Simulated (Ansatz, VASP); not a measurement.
**Os: VASP beside Ansatz**

The input INCAR:

```
SYSTEM = Os
PREC = Accurate
ENCUT = 600
EDIFF = 1E-7
ISMEAR = 1
SIGMA = 0.15
LREAL = .FALSE.
LASPH = .TRUE.
NELM = 100
ALGO = Fast
ISIF = 3
LWAVE = .FALSE.
LCHARG = .FALSE.
GGA = CA
IBRION = 2
NSW = 80
EDIFFG = -0.02
```

The input KPOINTS:

```
Automatic mesh
0
G
  10 10 10
  0 0 0
```

The input POSCAR:

```
Os
1.0
    0.0000000000      1.9450000000      1.9450000000
    1.9450000000      0.0000000000      1.9450000000
    1.9450000000      1.9450000000      0.0000000000
Os
1
Direct
    0.0000000000      0.0000000000      0.0000000000
```

Input for Ansatz:

```yaml
crystal:
  lattice:
    - [0.0, 1.945, 1.945]
    - [1.945, 0.0, 1.945]
    - [1.945, 1.945, 0.0]
  atoms:
    - { symbol: Os, position: [0.0, 0.0, 0.0] }
basis:
  ecutwfc: 571.4391111657479
kpoints:
  mp_grid:
    grid: [10, 10, 10]
hamiltonian:
  xc: lda
  dispersion: none
scf:
  occupations:
    method: cold
    width: 0.15
relax:
  f_tol: 0.02
  cell: {}
```

This isn't the form of Os at room conditions, which is hcp.

Alike in both runs: task relaxation of cell and atoms; functional LDA; k mesh 10 × 10 × 10; no spin polarisation.

|  | VASP | Ansatz |
| --- | --- | --- |
| version | VASP 6.6.1 | Ansatz 0.2.0 |
| potentials or method | VASP PAW LDA potentials, release 64 (Os) | plane waves, PAW |
| plane-wave cutoff (eV) | 600 | 571 |
| occupations | methfessel-paxton of order 1, width 0.15 eV | cold, width 0.15 eV |
| valence electrons in the cell | 8 | 16 |

```csv
,VASP,Ansatz,Ansatz less VASP
relaxed volume (Å³/atom),13.80,13.76,-0.042
relaxed cell length with the largest relative difference (Å),2.693,2.690,-0.0028
energy change over the relaxation (meV/atom),-74,-80,-5.7
```

The two sets of potentials don't hold the same shells in valence.

Spin-orbit coupling is left out, which matters for the levels of Os. Zero-point motion and thermal expansion aren't in these numbers. LDA usually gives volumes a few per cent too small.
